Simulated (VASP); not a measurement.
# PbSe (Clausthalite) (Fm-3m) in VASP: a series of runs, part 2 of 2

VASP 6.6.1. Earlier steps stand in the parts before.

### Step 3. Relaxation of cell and atoms, PBE+D3(BJ)

This run uses another cell than the first one, of 28.67 Å³/atom, 1.038 times its volume.

File INCAR:

```
SYSTEM = PbSe
  PREC = Accurate
  ENCUT = 600
  EDIFF = 1E-6
  ISMEAR = 0
  SIGMA = 0.03
  LREAL = .FALSE.
  LASPH = .TRUE.
  NELM = 80
  ALGO = Normal
  ISIF = 3
  LWAVE = .FALSE.
  LCHARG = .FALSE.
  GGA = PE
  IVDW = 12
  IBRION = 2
  NSW = 90
  EDIFFG = -0.01
```

File KPOINTS:

```
Automatic mesh
0
G
  8 8 8
  0 0 0
```

File POSCAR:

```
PbSe
1.0
    0.0000000000      3.0606500000      3.0606500000
    3.0606500000      0.0000000000      3.0606500000
    3.0606500000      3.0606500000      0.0000000000
Pb Se
1 1
Direct
    0.0000000000      0.0000000000      0.0000000000
    0.5000000000      0.5000000000      0.5000000000
```

Potentials or basis: VASP PAW PBE potentials, release 64 (Pb_d, Se).

On the command line:

```
$ cat potpaw_PBE.64/Pb_d/POTCAR potpaw_PBE.64/Se/POTCAR > POTCAR
$ mpirun -np 1 vasp_std > vasp.out
```

It took 23 s on 1 thread of Intel Xeon 6975P-C (Granite Rapids), shared host; peak memory 0.22 GiB.

It converged, with:

```yaml
Free_energy: -8.9154 eV
Relaxed_volume: 28.86 Å³/atom
Relaxed_cell: a = 4.338 Å, b = 4.338 Å, c = 4.338 Å, α = 60.00°, β = 60.00°, γ = 60.00°
Space_group_after_relaxing_to_0.05_Å: Fm-3m (No. 225)
Energy_gained_by_relaxing: 0.2 meV/atom
Ionic_steps: 3
Pressure_after_relaxing: 0.0 GPa
Band_gap_on_the_k_mesh: 0.31 eV, direct
Dispersion_energy_per_atom: -0.366 eV
```

The path:
```tsv
step	energy change (eV)	largest force (eV/Å)	pressure (GPa)	volume (Å³)
1	0.0000	0.0000	0.33	57.34
2	-0.0003	0.0000	-0.10	57.83
3	-0.0004	0.0000	0.00	57.71
```

Final structure:
```
Pb Se
1.0
     0.00000    3.06723    3.06723
     3.06723    0.00000    3.06723
     3.06723    3.06723    0.00000
Pb Se
1 1
Cartesian
  0.0000 0.0000 0.0000
  3.0672 3.0672 3.0672
```

Levels at points of the mesh, in eV from the valence-band top:
```tsv
k point	band 8	band 9	band 10	band 11	band 12	band 13
(0.00, 0.00, 0.00)	-1.84	-1.84	-1.84	4.70	4.70	4.70
(0.50, 0.00, 0.00)	-1.44	-1.44	0.00	0.31	1.72	1.72
(0.50, 0.50, 0.00)	-4.93	-3.19	-3.19	3.73	5.59	5.59
```

Caveat: spin-orbit coupling is left out, which as a rule narrows the gap of such compounds by several tenths of an eV. A k mesh can miss the band edges.

### Step 4. Relaxation of cell and atoms, PBE+D3(BJ)

This run uses another cell than the first one, of 28.86 Å³/atom, 1.045 times its volume.

Changes to INCAR since step 3:

```diff
@@ -3,3 +3,3 @@
   ENCUT = 600
-  EDIFF = 1E-6
+  EDIFF = 1E-7
   ISMEAR = 0
@@ -17,2 +17,2 @@
   NSW = 90
-  EDIFFG = -0.01
+  EDIFFG = -0.005
```

KPOINTS is that of step 3.

File POSCAR:

```
PbSe                                    
1.0
   -0.0000000000      3.0672278692      3.0672278692
    3.0672278692      0.0000000000      3.0672278692
    3.0672278692      3.0672278692      0.0000000000
  Pb              Se            
     1     1
Direct
     0.0000000000000000    0.0000000000000000    0.0000000000000000
     0.5000000000000000    0.5000000000000000    0.5000000000000000
```

Potentials or basis: VASP PAW PBE potentials, release 64 (Pb_d, Se).

On the command line:

```
$ cat potpaw_PBE.64/Pb_d/POTCAR potpaw_PBE.64/Se/POTCAR > POTCAR
$ mpirun -np 1 vasp_std > vasp.out
```

OUTCAR:

```text
SYSTEM = PbSe
   PREC = Accurate
   ENCUT = 600
   EDIFF = 1E-7
   ISMEAR = 0
   LREAL = .FALSE.
   LASPH = .TRUE.
   NELM = 80
   ISIF = 3
   GGA = PE
   IVDW = 12
   IBRION = 2
   NSW = 90
   EDIFFG = -0.005
 IVDW          = 12

 ion  position               nearest neighbor table
   1  0.000  0.000  0.000-   2 3.07   2 3.07   2 3.07   2 3.07   2 3.07   2 3.07
   2  0.500  0.500  0.500-   1 3.07   1 3.07   1 3.07   1 3.07   1 3.07   1 3.07

  LATTYP: Found a face centered cubic cell.
 ALAT       =     6.1344557384

  Lattice vectors:

 A1 = (   0.0000000000,   3.0672278692,   3.0672278692)
 A2 = (   3.0672278692,   0.0000000000,   3.0672278692)
 A3 = (   3.0672278692,   3.0672278692,   0.0000000000)

Analysis of symmetry for initial positions (statically):
=====================================================================
 Subroutine PRICEL returns:
 Original cell was already a primitive cell.

 Routine SETGRP: Setting up the symmetry group for a
 face centered cubic supercell.

 Subroutine GETGRP returns: Found 48 space group operations
[... 182 lines left out ...]
      7      -1.3252      2.00000
      8       3.1402      2.00000
      9       3.1402      2.00000
     10       3.1402      2.00000
     11       9.6865      0.00000
     12       9.6865      0.00000
     13       9.6865      0.00000
     14      11.5193      0.00000
[... 377 lines left out ...]
      1     -11.8877      2.00000
      2     -11.8449      2.00000
      3     -11.8264      2.00000
      4     -11.8168      2.00000
      5     -11.8023      2.00000
      6      -7.3105      2.00000
      7      -3.4541      2.00000
      8       1.7794      2.00000
      9       2.1521      2.00000
     10       4.1772      2.00000
     11       6.3934      0.00000
     12       8.4144      0.00000
     13       9.0820      0.00000
     14      12.6105      0.00000

 [... further k-points ...]

------------------------ aborting loop because EDIFF is reached ----------------------------------------

 Edisp (eV)   -0.73174

 E8    (eV) :    -0.3414

  FORCE on cell =-STRESS in cart. coord.  units (eV):
  Direction    XX          YY          ZZ          XY          YZ          ZX
  --------------------------------------------------------------------------------------
  -------------------------------------------------------------------------------------
  Total      -0.00087    -0.00087    -0.00087     0.00000     0.00000    -0.00000
  in kB      -0.02414    -0.02414    -0.02414     0.00000     0.00000    -0.00000
  external pressure =       -0.02 kB  Pullay stress =        0.00 kB

 VOLUME and BASIS-vectors are now :
 -----------------------------------------------------------------------------
  energy-cutoff  :      600.00
  volume of cell :       57.71
      direct lattice vectors                 reciprocal lattice vectors
     0.000000000  3.067227869  3.067227869    -0.163013647  0.163013647  0.163013647
     3.067227869  0.000000000  3.067227869     0.163013647 -0.163013647  0.163013647
     3.067227869  3.067227869  0.000000000     0.163013647  0.163013647 -0.163013647

 POSITION                                       TOTAL-FORCE (eV/Angst)
 -----------------------------------------------------------------------------------
      0.00000      0.00000      0.00000        -0.000000      0.000000     -0.000000
      3.06723      3.06723      3.06723         0.000000      0.000000      0.000000
 -----------------------------------------------------------------------------------
    total drift:                               -0.000000      0.000000      0.000000

  FREE ENERGIE OF THE ION-ELECTRON SYSTEM (eV)
  ---------------------------------------------------
  free  energy   TOTEN  =        -8.9153842564 eV

  energy  without entropy=       -8.9153842564  energy(sigma->0) =       -8.91538426

 reached required accuracy - stopping structural energy minimisation
```

CONTCAR:

```text
PbSe
   1.00000000000000
     0.0000000000000000    3.0672278691999999    3.0672278691999999
     3.0672278691999999    0.0000000000000000    3.0672278691999999
     3.0672278691999999    3.0672278691999999    0.0000000000000000
  Pb              Se
     1     1
Direct
     0.0000000000000000    0.0000000000000000    0.0000000000000000
     0.5000000000000000    0.5000000000000000    0.5000000000000000

  0.00000000E+00  0.00000000E+00  0.00000000E+00
  0.00000000E+00  0.00000000E+00  0.00000000E+00
```

Wall time 12 s (1 thread of Intel Xeon 6975P-C (Granite Rapids), shared host); peak memory 0.22 GiB.

Results:

```
Free energy                : -8.9154 eV
Pressure after relaxing    : 0.0 GPa
Band gap on the k mesh     : 0.31 eV, direct
Dispersion energy per atom : -0.366 eV
```

Final structure:
```xyz
2
Lattice="0.0000 3.0672 3.0672 3.0672 0.0000 3.0672 3.0672 3.0672 0.0000" Properties=species:S:1:pos:R:3 pbc="T T T"
Pb    0.0000    0.0000    0.0000
Se    3.0672    3.0672    3.0672
```

Levels at points of the mesh, in eV from the valence-band top:
| k point | band 8 | band 9 | band 10 | band 11 | band 12 | band 13 |
| --- | --- | --- | --- | --- | --- | --- |
| (0.00, 0.00, 0.00) | -1.84 | -1.84 | -1.84 | 4.70 | 4.70 | 4.70 |
| (0.50, 0.00, 0.00) | -1.44 | -1.44 | 0.00 | 0.31 | 1.72 | 1.72 |
| (0.50, 0.50, 0.00) | -4.93 | -3.19 | -3.19 | 3.73 | 5.59 | 5.59 |

Caveat: the relaxation stopped at its first step, so nothing moved; spin-orbit coupling is left out, which as a rule narrows the gap of such compounds by several tenths of an eV.
